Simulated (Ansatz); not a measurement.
# CdO (Monteponite) (Fm-3m) in Ansatz: further runs

The runs below take CdO (Monteponite) through band structure, phonons, with PBE.

Program: Ansatz 0.2.0. These are calculated values, not measurements. Logs are shortened: lines on timing, memory, paths and dates and some standing lists are left out, and cuts for length are marked.

### Step 1. The structure

Symmetry: Fm-3m, No. 225, cubic system. Conventional cell: a = 4.699 Å, b = 4.699 Å, c = 4.699 Å, α = 90.00°, β = 90.00°, γ = 90.00°. Around Cd (site symmetry m-3m) lie 6 O at 2.35 Å. Around O (site symmetry m-3m) lie 6 Cd at 2.35 Å.

### Step 2. Band structure, PBE

Contents of input.yaml:

```yaml
crystal:
  lattice:
    - [0.0, 2.3495, 2.3495]
    - [2.3495, 0.0, 2.3495]
    - [2.3495, 2.3495, 0.0]
  atoms:
    - { symbol: Cd, position: [0.0, 0.0, 0.0] }
    - { symbol: O, position: [0.5, 0.5, 0.5] }
kpoints:
  mp_grid: { grid: [10, 10, 10] }
  band_path:
    path:
      - [0.0, 0.0, 0.0]
      - [0.5, 0.0, 0.5]
      - [0.5, 0.25, 0.75]
      - [0.375, 0.375, 0.75]
      - [0.0, 0.0, 0.0]
      - [0.5, 0.5, 0.5]
      - [0.625, 0.25, 0.625]
      - [0.5, 0.25, 0.75]
    npoints: 10
scf:
  occupations: { method: fermi_dirac, width: 0.05 }
hamiltonian:
  xc: pbe
  pseudopotentials: { kind: all_electron, lapw: { basis_error: 0.001 } }
output:
  forces: true
  stress: true
  eigenvalues: true
```

Potentials or basis: all-electron LAPW, scalar-relativistic.

Command:

```sh
> ansatz run input.yaml --threads 1 --pin off --max-ram 3072MiB --backend cpu --events-out ev --progress --plain --runs-dir out
```

The program printed:

```text
Warning: RAYON_NUM_THREADS=1 ignored (pool sized by the plan → 1); use --threads N
LAPW: plane waves up to 8.958 Å⁻¹, error target 1.0e-3 eV per atom; small_component_spin mean_spin; O in spheres of 1.047 Å, 8 of its electrons in bands, Dirac shells []; Cd in spheres of 1.303 Å, 30 of its electrons in bands, Dirac shells [] (how accurate: hamiltonian.pseudopotentials.lapw.basis_error, Limitations)
Engine: ansatz 0.2.0, aarch64-unknown-linux-gnu
Pseudopotentials: kind: all_electron
Pseudopotential: Cd, LAPW, valence charge 30, lapw/all_electron/scalar/gaussian/Cd, Koelling and Harmon's equation, gaussian nucleus
Pseudopotential: O, LAPW, valence charge 8, lapw/all_electron/scalar/gaussian/O, Koelling and Harmon's equation, gaussian nucleus
Functional definition: PBE
  parameter kappa = 0.804
  parameter beta = 0.06672455060314922
  exchange = pbe_x(kappa = kappa, mu = beta*pi^2/3)
  correlation = pbe_c(beta = beta)
Crystal: 2 atoms, lattice volume = 25.939 Å³
Basis set: ecut = 305.74926347618987 eV, 331 PW (Γ), exchange–correlation at level 2
Bands: 23, of which v1, the nominal top of the filled ones, is band 19 counted from 1 (18 counted from 0)
Symmetry: 48 space group operations
Space group: Fm-3m (ITA 225), of the structure as read, at distance tolerance 3.0e-5 Å
k-points: 47 of 1000
Non-local potential: Cd, projectors of the file, none
Non-local potential: O, projectors of the file, none
Initial density: superposition of atomic densities (chi_scale 0.1, normalization cell, long waves kept (reshape's long-wave potential 0.00 eV rms))
Initial wavefunctions: plane waves of lowest kinetic energy (no species holds an atomic orbital)
Functional: x = pbe(κ = 0.804, μ = 0.2195149727645171), c = pbe(β = 0.06672455060314922)
iter 1 solved again at ethr=8.69e-3 eV; its pass at ethr=1.00e-1 eV (dr2=3.30e0 eV) is discarded
SCF iter   1: F=—  HF=-154285.152627 eV  |F-HF|=—  |Δ(HF+E_count)|=         —  Δρ=9.64e-2  dr2=3.30e0  ethr=8.69e-3  ⟨swp⟩=2.0  Hψ=6311  notcnv=0
preconditioner: auto → none  [insulator: Δε(μ)=1.130 eV  Ē_g=15.575 eV  σ=0.050 eV  W_gap=1.00  n_scr=14 (ndim 8)  ℏωp=30.9 eV  f_vac=0.003  D(μ)=0.00/eV (n_scr^D=0)  ε∞_Penn≈4.9]
SCF iter   2: F=—  HF=-154284.348920 eV  |F-HF|=—  |Δ(HF+E_count)|=   8.04e-1  Δρ=4.80e-2  dr2=6.69e-1  ethr=8.69e-3  ⟨swp⟩=3.0  Hψ=3246  notcnv=0
SCF iter   3: F=—  HF=-154283.373717 eV  |F-HF|=—  |Δ(HF+E_count)|=   9.75e-1  Δρ=1.49e-2  dr2=8.17e-2  ethr=1.76e-3  ⟨swp⟩=3.0  Hψ=3469  notcnv=0
iter 4 solved again at ethr=7.64e-6 eV; its pass at ethr=2.15e-4 eV (dr2=2.90e-3 eV) is discarded
SCF iter   4: F=—  HF=-154283.360758 eV  |F-HF|=—  |Δ(HF+E_count)|=   1.30e-2  Δρ=2.81e-3  dr2=2.90e-3  ethr=7.64e-6  ⟨swp⟩=2.0  Hψ=5501  notcnv=0
SCF iter   5: F=—  HF=-154283.356739 eV  |F-HF|=—  |Δ(HF+E_count)|=   4.02e-3  Δρ=1.58e-3  dr2=8.89e-4  ethr=7.64e-6  ⟨swp⟩=2.0  Hψ=3104  notcnv=0
SCF iter   6: F=—  HF=-154283.356293 eV  |F-HF|=—  |Δ(HF+E_count)|=   4.46e-4  Δρ=1.98e-4  dr2=1.29e-5  ethr=2.34e-6  ⟨swp⟩=2.0  Hψ=3104  notcnv=0
SCF iter   7: F=-154283.356296 eV  HF=-154283.356296 eV  |F-HF|=5.36e-8  |Δ(HF+E_count)|=   3.40e-6  Δρ=1.24e-5  dr2=3.08e-8  ethr=3.38e-8  ⟨swp⟩=2.0  Hψ=3104  notcnv=0
SCF 1 converged in 7 iterations: F = -154283.356296 eV  dr2 = 3.08e-8
NSCF: frozen V_eff on 71 k-points
SCF converged after 7 iterations
Free energy (F): -154283.356296 eV
Harris-Foulkes:  -154283.356296 eV  (|F-HF|=5.36e-8)
Internal energy: -154283.355761 eV  (E = F + TS)
E sigma→0 (E₀):  -154283.356029 eV
Entropy (-TS):   -0.000535 eV (-0.268 meV/atom)
Fermi energy:    13.836677 eV
--- Per-component energies (eV) ---
  E_band       = -5048.836670
  E_kinetic    = 161522.509663
  E_xc         = -4443.475348
  E_electrostatic = -311362.390077  (all electrons and nuclei)
  E_smearing   = -0.000535  (= −TS)
  E_closure    = 0.000000  (closes the sum)
  E_atoms      = -154275.600110  (free atoms, spherical and without spin; not in F)
  Σ components = -154283.356296   (vs F -154283.356296, Δ=0.00e0)
  Basis errors (estimates in eV, not in F): energy 3.7e-4 per atom: plane waves 3.3e-4 (1.8e-4 summed), levels above the bands 7.7e-116, relativity 1.1e-7, radial functions 3.8e-5, core shells 4.0e-8; eigenvalues (radial functions only) 6.3e-5; not estimated: angular momenta, meshes, grids; target (lapw.basis_error) 1.0e-3; muffin-tin radii O 1.047 Å, Cd 1.303 Å
--- Forces (eV/Å), atoms counted from 1 ---
  atom   1  Cd     0.00000000    -0.00000000     0.00000000
  atom   2  O      0.00000000    -0.00000000     0.00000000
  max |Σ_I F_I| component: 3.34e-30 eV/Å
--- Stress (GPa, compression-positive) ---
        6.080031       0.000000       0.000000
        0.000000       6.080031       0.000000
        0.000000       0.000000       6.080031
  P = ⅓ Tr σ = 6.0800 GPa (60.800 kbar)
--- Band table (eV; the first three rows and the last of 47) ---
  k-point 0: bands = ["-491.0023", "-374.0296", "-374.0296", "-374.0296", "-374.0195", "-374.0195", "-86.7444", "-47.8334", "-47.8334", "-47.8334", "-3.6826", "6.9676", "6.9676", "6.9676", "7.2713", "7.2713", "12.3129", "12.3129", "12.3129", "13.2665", "28.1963", "30.7062", "30.7062"]
  k-point 1: bands = ["-491.0023", "-374.0296", "-374.0296", "-374.0296", "-374.0195", "-374.0195", "-86.7443", "-47.8350", "-47.8336", "-47.8336", "-3.6138", "6.9271", "6.9840", "6.9840", "7.2039", "7.2039", "11.4440", "12.4533", "12.4533", "14.2839", "27.1538", "29.8588", "29.8588"]
  k-point 2: bands = ["-491.0023", "-374.0296", "-374.0296", "-374.0296", "-374.0195", "-374.0195", "-86.7441", "-47.8392", "-47.8343", "-47.8343", "-3.4277", "6.7735", "6.8677", "6.8677", "7.2087", "7.2087", "10.5330", "12.8057", "12.8057", "15.6573", "24.9474", "28.3133", "28.3133"]
  k-point 46: bands = ["-491.0023", "-374.0296", "-374.0296", "-374.0296", "-374.0195", "-374.0195", "-86.7431", "-47.8460", "-47.8432", "-47.8401", "-2.9479", "6.7120", "6.8468", "7.0062", "7.6582", "7.8665", "10.3786", "10.9423", "11.7745", "19.4187", "22.3878", "22.9129", "24.7554"]
```

It took 12 s on 1 thread of Arm Neoverse V1, shared host; peak memory 0.32 GiB.

Results:

```yaml
Free_energy: -154283.3563 eV
Pressure: 6.1 GPa
Band_gap_along_the_path: none (metal or under the smearing width)
```

Levels at the corners of the path, in eV from the Fermi level:
```csv
point,band 15,band 16,band 17,band 18,band 19,band 20,band 21,band 22,band 23
Γ,-6.57,-6.57,-1.52,-1.52,-1.52,-0.57,14.36,16.87,16.87
X,-6.18,-5.87,-4.48,-2.48,-2.48,3.75,8.36,11.07,13.15
W,-6.18,-5.97,-3.15,-3.15,-2.03,5.86,8.75,8.75,10.60
K,-6.27,-6.16,-3.55,-3.04,-1.43,5.29,8.45,8.46,12.76
Γ,-6.57,-6.57,-1.52,-1.52,-1.52,-0.57,14.36,16.87,16.87
L,-6.32,-6.32,-3.97,-0.16,-0.16,4.28,7.16,11.72,11.72
U,-6.27,-6.16,-3.55,-3.04,-1.43,5.29,8.45,8.46,12.76
W,-6.18,-5.97,-3.15,-3.15,-2.03,5.86,8.75,8.75,10.60
```

Caveat: this crystal is a semiconductor, whose small gap the functional closes, so the metal is an error of the method.

### Step 3. Phonons, PBE

Contents of input.yaml:

```yaml
crystal:
  lattice:
    - [0.0, 2.3495, 2.3495]
    - [2.3495, 0.0, 2.3495]
    - [2.3495, 2.3495, 0.0]
  atoms:
    - { symbol: Cd, position: [0.0, 0.0, 0.0] }
    - { symbol: O, position: [0.5, 0.5, 0.5] }
kpoints:
  mp_grid: { grid: [7, 7, 7] }
scf:
  occupations: { method: fermi_dirac, width: 0.05 }
hamiltonian:
  xc: pbe
  pseudopotentials: { kind: all_electron, lapw: { basis_error: 0.001 } }
output: {}
phonons:
  method: fd
  supercell: [1, 1, 1]
```

Potentials or basis: all-electron LAPW, scalar-relativistic.

Command:

```sh
> ansatz run input.yaml --threads 1 --pin off --max-ram 3072MiB --backend cpu --events-out ev --progress --plain --runs-dir out
```

The program printed:

```text
Warning: RAYON_NUM_THREADS=1 ignored (pool sized by the plan → 1); use --threads N
LAPW: plane waves up to 9.260 Å⁻¹, error target 1.0e-3 eV per atom; small_component_spin mean_spin; O in spheres of 1.014 Å, 8 of its electrons in bands, Dirac shells []; Cd in spheres of 1.265 Å, 30 of its electrons in bands, Dirac shells [] (how accurate: hamiltonian.pseudopotentials.lapw.basis_error, Limitations)
Engine: ansatz 0.2.0, x86_64-unknown-linux-gnu
[... 8 set-up lines as earlier in the session ...]
Crystal: 2 atoms, lattice volume = 25.939 Å³
Basis set: ecut = 326.69115228245283 eV, 331 PW (Γ), exchange–correlation at level 2
Bands: 23, of which v1, the nominal top of the filled ones, is band 19 counted from 1 (18 counted from 0)
[... 1 set-up line as earlier in the session ...]
k-points: 20 of 343
[... 5 set-up lines as earlier in the session ...]
iter 1 solved again at ethr=9.34e-3 eV; its pass at ethr=1.00e-1 eV (dr2=3.55e0 eV) is discarded
SCF iter   1: F=—  HF=-154285.152461 eV  |F-HF|=—  |Δ(HF+E_count)|=         —  Δρ=9.97e-2  dr2=3.55e0  ethr=9.34e-3  ⟨swp⟩=2.0  Hψ=2691  notcnv=0
preconditioner: auto → none  [insulator: Δε(μ)=1.206 eV  Ē_g=15.579 eV  σ=0.050 eV  W_gap=1.00  n_scr=14 (ndim 8)  ℏωp=30.9 eV  f_vac=0.003  D(μ)=0.00/eV (n_scr^D=0)  ε∞_Penn≈4.9]
[... 30 lines left out ...]
SCF iter   5: F=—  HF=-154283.356824 eV  |F-HF|=—  |Δ(HF+E_count)|=   1.44e-8  Δρ=5.55e-6  dr2=7.36e-9  ethr=9.55e-11  ⟨swp⟩=3.0  Hψ=2727  notcnv=0
SCF iter   6: F=-154283.356824 eV  HF=-154283.356824 eV  |F-HF|=1.46e-10  |Δ(HF+E_count)|=   3.32e-9  Δρ=1.70e-6  dr2=4.26e-10  ethr=1.94e-11  ⟨swp⟩=2.3  Hψ=2664  notcnv=0
SCF 3 converged in 6 iterations: F = -154283.356824 eV  dr2 = 4.26e-10
SCF converged after 8 iterations
Free energy (F): -154283.357004 eV
Harris-Foulkes:  -154283.357004 eV  (|F-HF|=1.05e-9)
Internal energy: -154283.355582 eV  (E = F + TS)
E sigma→0 (E₀):  -154283.356293 eV
Entropy (-TS):   -0.001423 eV (-0.711 meV/atom)
Fermi energy:    13.781392 eV
--- Per-component energies (eV) ---
  E_band       = -5048.907246
  E_kinetic    = 161522.533966
  E_xc         = -4443.466588
  E_electrostatic = -311362.422959  (all electrons and nuclei)
  E_smearing   = -0.001423  (= −TS)
  E_closure    = 0.000000  (closes the sum)
  E_atoms      = -154275.600110  (free atoms, spherical and without spin; not in F)
  Σ components = -154283.357004   (vs F -154283.357004, Δ=0.00e0)
  Basis errors (estimates in eV, not in F): energy 3.6e-4 per atom: plane waves 3.3e-4 (1.8e-4 summed), levels above the bands 5.4e-116, relativity 5.5e-8, radial functions 2.9e-5, core shells 1.0e-7; eigenvalues (radial functions only) 4.2e-5; not estimated: angular momenta, meshes, grids; target (lapw.basis_error) 1.0e-3; muffin-tin radii O 1.014 Å, Cd 1.265 Å
--- Forces (eV/Å), atoms counted from 1 ---
  atom   1  Cd    -0.00000000     0.00000000     0.00000000
  atom   2  O      0.00000000    -0.00000000     0.00000000
  max |Σ_I F_I| component: 1.48e-30 eV/Å
--- Band table (eV; the first three rows and the last of 20) ---
  k-point 0: bands = ["-491.0062", "-374.0319", "-374.0319", "-374.0319", "-374.0219", "-374.0219", "-86.7458", "-47.8346", "-47.8346", "-47.8346", "-3.6855", "6.9670", "6.9670", "6.9670", "7.2703", "7.2703", "12.3098", "12.3098", "12.3098", "13.2653", "28.1957", "30.7056", "30.7056"]
  k-point 1: bands = ["-491.0062", "-374.0319", "-374.0319", "-374.0319", "-374.0219", "-374.0219", "-86.7456", "-47.8378", "-47.8351", "-47.8351", "-3.5487", "6.8778", "6.9655", "6.9655", "7.1759", "7.1759", "11.0095", "12.5834", "12.5834", "14.8728", "26.2409", "29.2154", "29.2154"]
  k-point 2: bands = ["-491.0062", "-374.0319", "-374.0319", "-374.0319", "-374.0219", "-374.0219", "-86.7452", "-47.8448", "-47.8362", "-47.8362", "-3.2223", "6.5254", "6.6611", "6.6611", "7.3236", "7.3236", "10.0763", "13.1607", "13.1607", "16.7338", "23.1669", "27.0669", "27.0669"]
  k-point 19: bands = ["-491.0062", "-374.0319", "-374.0319", "-374.0319", "-374.0219", "-374.0219", "-86.7445", "-47.8464", "-47.8455", "-47.8405", "-2.9390", "6.6269", "6.8437", "6.9415", "7.6069", "7.7542", "10.5882", "10.7083", "12.2161", "19.7071", "22.1039", "22.4509", "25.2826"]
--- Phonons: 2 displaced members + reference (amplitude 0.01 Å, Σ member SCF iterations 12) ---
  symmetry images taken by strict's conditions (phonons.symmetry_images: auto; settled by no image being taken that strict refuses)
  ASR residual: 2.335e-3 → 0.000e0 eV/Å²; symmetrization residual: 6.435e-5 eV/Å²
  largest component of a force at the reference: 1.6e-30 eV/Å
  ASR residual per site (eV/Å²): 6.01e-5 2.34e-3
  Γ frequencies (cm⁻¹): 0.00 0.00 0.00 264.85 264.85 264.85
  density of states and harmonic sums: on the 23×23×23 q-mesh, interpolated from the force constants of a 1×1×1 supercell (no non-analytic term)
  largest difference from the sums on the solved wave vectors: F 5.66e-1 eV, S 8.25e-4 and C_V 2.58e-4 eV/K
  zero-point energy: 0.062206 eV/cell   skipped modes (ω ≤ 0): 3   left out of the sums: 4.11e-5 of the cell's modes: C_V's classical limit lies that fraction below 3 k_B per atom; for a crystal, a wire or a layer, F and S can be off by more, and a phonons.interpolated_qmesh denser along its periods is the remedy for the sampling
```

phdos.tsv:

```text
# omega_inv_cm	omega_thz	g_bin_mean(omega)[modes/inv_cm]
# format = ansatz-phdos/2
# interpolated_qmesh = 23 23 23
# force_constants_supercell = 1 1 1
# lo_to_splitting: not included (the non-analytic LO-TO correction is not applied to the interpolated dynamical matrix; polar crystals: no LO-TO splitting at GAMMA, and LO and other optical branches, acoustic branches and sound speeds, and with them the density of states and the thermodynamics, can be off between the wave vectors that the force constants were sampled on, most near GAMMA; a larger extent of the force constants narrows that region and is not shown to mend the acoustic slopes)
# g_bin_mean(omega): the modes in a bin one row spacing wide, centred on omega, divided by that spacing. A flat band (one whose frequency is the same at every q-point) is counted whole in the row whose bin holds it (on the edge of two bins, in the lower row). The modes of the run's own cell are the sum of g_bin_mean times the row spacing in inv_cm (a plain sum, not the trapezoid rule); for a one-atom cell on a GAMMA-only q-mesh every row is zero, so that sum is 0, not 3
0.000000	0.000000	1.772687e-8
0.529691	0.015880	4.608985e-7
1.059381	0.031759	1.737233e-6
1.589072	0.047639	3.864457e-6
2.118763	0.063519	6.842570e-6
2.648454	0.079399	1.067157e-5
[... 493 lines left out ...]
264.315665	7.923984	9.668124e-3
264.845356	7.939864	1.347864e-3
```

phthermo.tsv:

```text
# format = ansatz-phthermo/1
# interpolated_qmesh = 23 23 23
# force_constants_supercell = 1 1 1
# non_analytic_term = not included (the non-analytic LO-TO correction is not applied to the interpolated dynamical matrix; polar crystals: no LO-TO splitting at GAMMA, and LO and other optical branches, acoustic branches and sound speeds, and with them the density of states and the thermodynamics, can be off between the wave vectors that the force constants were sampled on, most near GAMMA; a larger extent of the force constants narrows that region and is not shown to mend the acoustic slopes)
# zero_point_energy_ev = 6.2205630126e-2
# n_skipped_modes = 3
# share_of_modes_left_out = 4.1094764527e-5
# rigid_motions_known_by = geometry
# t_k	f_vib_ev	s_ev_per_k	c_v_ev_per_k
0.0000	6.2205630126e-2	0.0000000000e0	0.0000000000e0
10.0000	6.2204243572e-2	6.1985167740e-7	2.1334805991e-6
20.0000	6.2172310621e-2	7.8102219617e-6	2.8206319228e-5
30.0000	6.1999221839e-2	2.8984316078e-5	8.1168908257e-5
40.0000	6.1562036657e-2	5.9392575078e-5	1.3108629872e-4
50.0000	6.0800333014e-2	9.3235313283e-5	1.7267603605e-4
[... 93 lines left out ...]
990.0000	-8.0086986434e-1	1.3291634207e-3	5.1384635019e-4
1000.0000	-8.1418736450e-1	1.3343280655e-3	5.1390910750e-4
```

It took 12 s on 1 thread of Intel Xeon 6975P-C (Granite Rapids), shared host; peak memory 0.35 GiB.

What came out:

```
Free energy                   : -154283.3570 eV
Band gap on the k mesh        : none (metal or under the smearing width)
Highest phonon frequency at Γ : 265 cm⁻¹
```

Phonon frequencies in cm⁻¹ (negative: imaginary):
```csv
q point,frequencies
"(0.000, 0.000, 0.000)",0 0 0 265 265 265
```

Caveat: the k mesh is thin for a metal, which can move the energy by tens of meV per atom; a metal's response needs a denser mesh; this crystal is a semiconductor, whose small gap the functional closes, so the metal is an error of the method.
